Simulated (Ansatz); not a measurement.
Input of an Ansatz 0.2.0 run:

input.yaml

```yaml
crystal:
  lattice:
    - [0.0, 2.702, 2.702]
    - [2.702, 0.0, 2.702]
    - [2.702, 2.702, 0.0]
  atoms:
    - { symbol: Zn, position: [0.75, 0.75, 0.75] }
    - { symbol: S, position: [0.0, 0.0, 0.0] }
kpoints:
  mp_grid: { grid: [9, 9, 9] }
scf:
  occupations: { method: gaussian, width: 0.015 }
hamiltonian:
  xc: pbe
  pseudopotentials: { kind: all_electron, lapw: { basis_error: 0.001 } }
output:
  forces: true
  stress: true
  eigenvalues: true
```

Potentials or basis: all-electron LAPW, scalar-relativistic.

The run is started by

```bash
$ ansatz run input.yaml --threads 1 --pin off --max-ram 3072MiB --backend cpu --events-out ev --progress --plain --runs-dir out
```

Q: Estimate the band gap on the k mesh.

A: 2.11 eV, direct.

Q: What does it give for the pressure?

A: 1.6 GPa.

**Measured values to compare with.**

“Electronic, vibrational, and thermodynamic properties of ZnS (zincblende and rocksalt structure)”, 2009, arxiv:0911.5022 quotes, for a bulk crystal of ZnS at 19 K: band gap 3.85 eV (direct).

Against the measured gap of ZnS, 3.85 eV (direct; 19 K; quoted in “Electronic, vibrational, and thermodynamic properties of ZnS (zincblende and rocksalt structure)”, 2009, arxiv:0911.5022), the calculated 2.11 eV is off by -1.74 eV. The value is that of PBE, without temperature or zero-point motion. Semilocal functionals fall short of measured gaps as a rule.
